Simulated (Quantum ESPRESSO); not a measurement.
# KF (Pm-3m) in Quantum ESPRESSO: reference runs, part 2 of 2

Quantum ESPRESSO 7.5. Earlier steps stand in the parts before.

## 7. Single point, PBE, 17.31 Å³/atom

pw.in

```
&CONTROL
  calculation = 'scf'
  prefix = 'pwscf'
  outdir = './tmp'
  pseudo_dir = './pseudo'
  tprnfor = .true.
  tstress = .true.
  disk_io = 'nowf'
/
&SYSTEM
  ibrav = 0
  nat = 2
  ntyp = 2
  ecutwfc = 60
  ecutrho = 480
  nbnd = 14
  occupations = 'smearing'
  smearing = 'fd'
  degauss = 0.00367493
/
&ELECTRONS
  conv_thr = 4d-10
  electron_maxstep = 120
  mixing_beta = 0.5
/
ATOMIC_SPECIES
K     39.0983 K.pbe-spn-kjpaw_psl.1.0.0.UPF
F     18.9984 f_pbe_v1.4.uspp.F.UPF
CELL_PARAMETERS angstrom
   3.2589550000    0.0000000000    0.0000000000
   0.0000000000    3.2589550000    0.0000000000
   0.0000000000    0.0000000000    3.2589550000
ATOMIC_POSITIONS crystal
K      0.0000000000    0.0000000000    0.0000000000
F      0.5000000000    0.5000000000    0.5000000000
K_POINTS automatic
8 8 8 0 0 0
```

Potentials or basis: SSSP 1.3 efficiency PBE.

The run is started by

```console
OMP_NUM_THREADS=1 pw.x -in pw.in > pw.out
```

pw.out:

```text
This program is part of the open-source Quantum ESPRESSO suite
     for quantum simulation of materials; please cite
         "P. Giannozzi et al., J. Phys.:Condens. Matter 21 395502 (2009);
         "P. Giannozzi et al., J. Phys.:Condens. Matter 29 465901 (2017);
         "P. Giannozzi et al., J. Chem. Phys. 152 154105 (2020);
     in publications or presentations arising from this work. More details at

     file K.pbe-spn-kjpaw_psl.1.0.0.UPF: wavefunction(s)  3S renormalized
     Message from routine setup:
     using ibrav=0 with symmetry is DISCOURAGED, use correct ibrav instead

     Subspace diagonalization in iterative solution of the eigenvalue problem:
     a serial algorithm will be used

     G-vector sticks info
     --------------------
     sticks:   dense  smooth     PW     G-vecs:    dense   smooth      PW
     Sum        1457     725    221                41755    14771    2517

     Using Slab Decomposition

     bravais-lattice index     =            0
     lattice parameter (alat)  =       6.1585  a.u.
     unit-cell volume          =     233.5779 (a.u.)^3
     number of atoms/cell      =            2
     number of atomic types    =            2
     number of electrons       =        16.00
     number of Kohn-Sham states=           14
     kinetic-energy cutoff     =      60.0000  Ry
     charge density cutoff     =     480.0000  Ry
     scf convergence threshold =      4.0E-10
     mixing beta               =       0.5000
     number of iterations used =            8  plain     mixing
     Exchange-correlation=  SLA  PW   PBX  PBC
                           (   1   4   3   4   0   0   0)

     celldm(1)=   6.158532  celldm(2)=   0.000000  celldm(3)=   0.000000
     celldm(4)=   0.000000  celldm(5)=   0.000000  celldm(6)=   0.000000

     crystal axes: (cart. coord. in units of alat)
               a(1) = (   1.000000   0.000000   0.000000 )
               a(2) = (   0.000000   1.000000   0.000000 )
               a(3) = (   0.000000   0.000000   1.000000 )

     reciprocal axes: (cart. coord. in units 2 pi/alat)
               b(1) = (  1.000000  0.000000  0.000000 )
               b(2) = (  0.000000  1.000000  0.000000 )
               b(3) = (  0.000000  0.000000  1.000000 )

     PseudoPot. # 1 for K  read from file:
     K.pbe-spn-kjpaw_psl.1.0.0.UPF
     Pseudo is Projector augmented-wave + core cor, Zval =  9.0
     Generated using "atomic" code by A. Dal Corso  v.5.1
     Shape of augmentation charge: PSQ
     Using radial grid of 1165 points,  6 beta functions with:
                l(1) =   0
                l(2) =   0
                l(3) =   1
                l(4) =   1
                l(5) =   2
                l(6) =   2
     Q(r) pseudized with 0 coefficients

     PseudoPot. # 2 for F  read from file:
     f_pbe_v1.4.uspp.F.UPF
     Pseudo is Ultrasoft, Zval =  7.0
     Generated by new atomic code, or converted to UPF format
     Using radial grid of  799 points,  4 beta functions with:
                l(1) =   0
                l(2) =   0
                l(3) =   1
                l(4) =   1
     Q(r) pseudized with  8 coefficients,  rinner =    0.950   0.950   0.950

     atomic species   valence    mass     pseudopotential
     K                 9.00    39.09830     K ( 1.00)
     F                 7.00    18.99840     F ( 1.00)

     48 Sym. Ops., with inversion, found

   Cartesian axes

     site n.     atom                  positions (alat units)
         1        K      tau(   1) = (   0.0000000   0.0000000   0.0000000  )
         2        F      tau(   2) = (   0.5000000   0.5000000   0.5000000  )

     number of k points=    35  Fermi-Dirac smearing, width (Ry)=  0.0037
                       cart. coord. in units 2pi/alat
        k(    1) = (   0.0000000   0.0000000   0.0000000), wk =   0.0039062
        k(    2) = (   0.0000000   0.0000000   0.1250000), wk =   0.0234375
        k(    3) = (   0.0000000   0.0000000   0.2500000), wk =   0.0234375
        k(    4) = (   0.0000000   0.0000000   0.3750000), wk =   0.0234375
        k(    5) = (   0.0000000   0.0000000  -0.5000000), wk =   0.0117188
        k(    6) = (   0.0000000   0.1250000   0.1250000), wk =   0.0468750
[... 27 lines left out ...]
        k(   34) = (   0.3750000  -0.5000000  -0.5000000), wk =   0.0234375
        k(   35) = (  -0.5000000  -0.5000000  -0.5000000), wk =   0.0039062

     Dense  grid:    41755 G-vectors     FFT dimensions: (  45,  45,  45)

     Smooth grid:    14771 G-vectors     FFT dimensions: (  32,  32,  32)

     Initial potential from superposition of free atoms

     starting charge      15.9812, renormalised to      16.0000
     Starting wfcs are   12 randomized atomic wfcs +    2 random wfcs
     Checking if some PAW data can be deallocated...

     Self-consistent Calculation

     iteration #  1     ecut=    60.00 Ry     beta= 0.50
     Davidson diagonalization with overlap
     ethr =  1.00E-02,  avg # of iterations =  5.5

     total energy              =    -161.76947998 Ry
     estimated scf accuracy    <       0.26250729 Ry

     iteration #  2     ecut=    60.00 Ry     beta= 0.50
     Davidson diagonalization with overlap
     ethr =  1.64E-03,  avg # of iterations =  2.1
[... 50 lines left out ...]
     total energy              =    -161.85460531 Ry
     estimated scf accuracy    <          1.4E-09 Ry

     iteration # 10     ecut=    60.00 Ry     beta= 0.50
     Davidson diagonalization with overlap
     ethr =  8.55E-12,  avg # of iterations =  1.9

     End of self-consistent calculation

          k = 0.0000 0.0000 0.0000 (  1839 PWs)   bands (ev):

   -24.2755 -16.1618  -7.3084  -7.3084  -7.3084   2.6828   2.6828   2.6828
     9.0005  11.0343  11.0343  16.3684  16.3684  16.3684

          k = 0.0000 0.0000 0.1250 (  1839 PWs)   bands (ev):

   -24.2575 -16.1654  -7.4146  -7.2926  -7.2926   2.4808   2.6675   2.6675
     9.4134  11.1531  11.3810  16.1281  16.1281  16.4116
[... 53 lines left out ...]
   -24.0783 -16.1055  -7.9707  -7.9225  -7.1433   2.0375   2.1863   2.6922
    11.5543  11.8773  14.7593  14.9121  15.1512  15.7060

          k = 0.0000 0.3750-0.5000 (  1844 PWs)   bands (ev):

   -24.0624 -16.0915  -8.0620  -7.9574  -7.1308   2.0389   2.1801   2.7100
    11.4602  11.7704  14.6084  14.7704  15.5165  16.6760

          k = 0.0000-0.5000-0.5000 (  1852 PWs)   bands (ev):

   -24.0471 -16.0739  -8.0769  -8.0769  -7.1190   2.1210   2.1210   2.7343
    11.2072  11.7142  14.5321  14.5321  16.9484  16.9484

          k = 0.1250 0.1250 0.1250 (  1833 PWs)   bands (ev):

   -24.2229 -16.1644  -7.4101  -7.4101  -7.3543   2.3673   2.5589   2.5589
    10.1143  11.7136  11.7136  15.7626  15.7626  15.9791

          k = 0.1250 0.1250 0.2500 (  1850 PWs)   bands (ev):
[... 31 lines left out ...]
   -24.0640 -16.0932  -7.9447  -7.9077  -7.2661   2.0224   2.1354   2.5558
    11.8414  12.3164  14.3883  14.4654  15.2984  15.8536

          k = 0.1250 0.3750-0.5000 (  1824 PWs)   bands (ev):

   -24.0484 -16.0794  -8.0404  -7.9320  -7.2517   2.0031   2.1215   2.5654
    11.7114  12.2720  14.2357  14.4305  15.6067  16.9811

          k = 0.1250-0.5000-0.5000 (  1828 PWs)   bands (ev):

   -24.0331 -16.0627  -8.0493  -8.0493  -7.2373   2.0616   2.0616   2.5628
    11.4964  12.2258  14.2217  14.2217  17.2029  17.2029

          k = 0.2500 0.2500 0.2500 (  1824 PWs)   bands (ev):

   -24.1039 -16.1191  -7.6299  -7.6299  -7.6043   2.2245   2.2489   2.2489
    12.1350  13.3245  13.3245  14.4665  14.4665  14.7629

          k = 0.2500 0.2500 0.3750 (  1835 PWs)   bands (ev):
[... 11 lines left out ...]
   -24.0293 -16.0634  -7.8806  -7.8722  -7.5513   1.9723   2.0096   2.2565
    12.3970  13.5866  13.8251  13.8670  15.4311  15.9626

          k = 0.2500 0.3750-0.5000 (  1820 PWs)   bands (ev):

   -24.0141 -16.0502  -7.9875  -7.8698  -7.5328   1.9103   1.9756   2.2444
    12.2925  13.6312  13.6633  13.8659  15.6917  17.4338

          k = 0.2500-0.5000-0.5000 (  1820 PWs)   bands (ev):

   -23.9993 -16.0357  -7.9812  -7.9812  -7.5129   1.9156   1.9156   2.1817
    12.1807  13.6500  13.6797  13.6797  17.5971  17.5971

          k = 0.3750 0.3750 0.3750 (  1827 PWs)   bands (ev):

   -23.9942 -16.0333  -7.8442  -7.8150  -7.8150   1.8801   1.8801   2.0168
    12.7760  13.4155  13.4155  15.5116  15.5116  16.1920

          k = 0.3750 0.3750-0.5000 (  1836 PWs)   bands (ev):

   -23.9795 -16.0207  -7.9338  -7.8195  -7.7873   1.8097   1.8254   1.9539
    12.7911  13.2714  13.4326  15.5402  15.8832  17.7280

          k = 0.3750-0.5000-0.5000 (  1836 PWs)   bands (ev):

   -23.9650 -16.0084  -7.9113  -7.9113  -7.7761   1.7660   1.7660   1.8370
    12.8617  13.2847  13.2847  15.6936  17.8312  17.8312

          k =-0.5000-0.5000-0.5000 (  1856 PWs)   bands (ev):

   -23.9507 -15.9970  -7.8818  -7.8818  -7.8818   1.7029   1.7029   1.7029
    13.1473  13.1473  13.1473  17.8993  17.8993  17.8993

     the Fermi energy is     7.6056 ev

!    total energy              =    -161.85460531 Ry
     estimated scf accuracy    <          3.6E-12 Ry
     smearing contrib. (-TS)   =      -0.00000000 Ry
     internal energy E=F+TS    =    -161.85460531 Ry

     The total energy is F=E-TS. E is the sum of the following terms:
     one-electron contribution =     -35.66737199 Ry
     hartree contribution      =      26.27587813 Ry
     xc contribution           =     -20.74501194 Ry
     ewald contribution        =     -76.29944504 Ry
     one-center paw contrib.   =     -55.41865448 Ry

     convergence has been achieved in  10 iterations

     Forces acting on atoms (cartesian axes, Ry/au):

     atom    1 type  1   force =     0.00000000    0.00000000    0.00000000
     atom    2 type  2   force =     0.00000000    0.00000000    0.00000000

     Total force =     0.000000     Total SCF correction =     0.000000

     Computing stress (Cartesian axis) and pressure

          total   stress  (Ry/bohr**3)                   (kbar)     P=       -0.42
  -0.00000284   0.00000000   0.00000000           -0.42        0.00        0.00
   0.00000000  -0.00000284   0.00000000            0.00       -0.42        0.00
   0.00000000   0.00000000  -0.00000284            0.00        0.00       -0.42

=------------------------------------------------------------------------------=
   JOB DONE.
=------------------------------------------------------------------------------=
```

Run time: 24 s. Hardware: 1 thread of Intel Xeon Platinum 8259CL at 2.50GHz (Skylake/Cascade Lake), shared host; peak memory 0.22 GiB.

Results:

| Item | Value |
| --- | --- |
| Free energy | -2202.1441 eV |
| Pressure | 0.0 GPa |
| Band gap on the k mesh | 6.27 eV, indirect (least direct gap 6.32 eV) |

## 8. Single point, PBE, 17.65 Å³/atom

Changes to pw.in since step 7:

```diff
@@ -29,5 +29,5 @@
 CELL_PARAMETERS angstrom
-   3.2589550000    0.0000000000    0.0000000000
-   0.0000000000    3.2589550000    0.0000000000
-   0.0000000000    0.0000000000    3.2589550000
+   3.2805381124    0.0000000000    0.0000000000
+   0.0000000000    3.2805381124    0.0000000000
+   0.0000000000    0.0000000000    3.2805381124
 ATOMIC_POSITIONS crystal
```

The run is started by

```console
OMP_NUM_THREADS=1 pw.x -in pw.in > pw.out
```

Run time: 23 s. Hardware: 1 thread of Intel Xeon Platinum 8259CL at 2.50GHz (Skylake/Cascade Lake), shared host; peak memory 0.23 GiB.

It converged, with:

```yaml
Free_energy: -2202.1427 eV
Pressure: -0.7 GPa
Band_gap_on_the_k_mesh: 6.13 eV, indirect (least direct gap 6.19 eV)
```

## 9. Single point, PBE, 18.00 Å³/atom

Changes to pw.in since step 8:

```diff
@@ -29,5 +29,5 @@
 CELL_PARAMETERS angstrom
-   3.2805381124    0.0000000000    0.0000000000
-   0.0000000000    3.2805381124    0.0000000000
-   0.0000000000    0.0000000000    3.2805381124
+   3.3018409049    0.0000000000    0.0000000000
+   0.0000000000    3.3018409049    0.0000000000
+   0.0000000000    0.0000000000    3.3018409049
 ATOMIC_POSITIONS crystal
```

Potentials or basis: SSSP 1.3 efficiency PBE.

The run is started by

```console
OMP_NUM_THREADS=1 pw.x -in pw.in > pw.out
```

It took 23 s on 1 thread of Intel Xeon Platinum 8259CL at 2.50GHz (Skylake/Cascade Lake), shared host; peak memory 0.23 GiB.

The run converged. Its results:

| Property | Result |
| --- | --- |
| Free energy | -2202.1387 eV |
| Pressure | -1.2 GPa |
| Band gap on the k mesh | 6.01 eV, indirect (least direct gap 6.06 eV) |

## 10. Single point, PBE, 18.34 Å³/atom

Changes to pw.in since step 9:

```diff
@@ -29,5 +29,5 @@
 CELL_PARAMETERS angstrom
-   3.3018409049    0.0000000000    0.0000000000
-   0.0000000000    3.3018409049    0.0000000000
-   0.0000000000    0.0000000000    3.3018409049
+   3.3228723057    0.0000000000    0.0000000000
+   0.0000000000    3.3228723057    0.0000000000
+   0.0000000000    0.0000000000    3.3228723057
 ATOMIC_POSITIONS crystal
```

The run is started by

```console
OMP_NUM_THREADS=1 pw.x -in pw.in > pw.out
```

Run time: 24 s. Hardware: 1 thread of Intel Xeon Platinum 8259CL at 2.50GHz (Skylake/Cascade Lake), shared host; peak memory 0.23 GiB.

The run converged. Its results:

| Quantity | Value |
| --- | --- |
| Free energy | -2202.1325 eV |
| Pressure | -1.7 GPa |
| Band gap on the k mesh | 5.88 eV, indirect (least direct gap 5.94 eV) |

## 11. Equation of state, PBE

This step only gathers the single runs of the series.

Results:

```
Equilibrium volume                      : 17.30 Å³/atom
Bulk modulus                            : 33 GPa
Pressure derivative of the bulk modulus : 4.8
```

Energy against volume, from the lowest point:
```
volume (Å³/atom)  energy (meV/atom)
          16.268               7.13
          16.614               3.02
          16.960               0.71
          17.306               0.00
          17.652               0.71
          17.999               2.68
          18.345               5.78
```

## 12. The runs side by side

```tsv
task	cell	gap on the mesh (eV)	pressure (GPa)
single point	as given	6.27	0.0
single point	atoms moved at random, drawn with an rms of 0.05 Å	6.27	0.0
equation of state	as given	-	-
```

Alike in all rows: level PBE; potentials or basis SSSP 1.3 efficiency PBE; no spin polarisation; k mesh 8 × 8 × 8; cutoff (eV) 816; smearing fermi-dirac 0.05 eV.

Absolute energies hang on the potentials; compare differences alone.
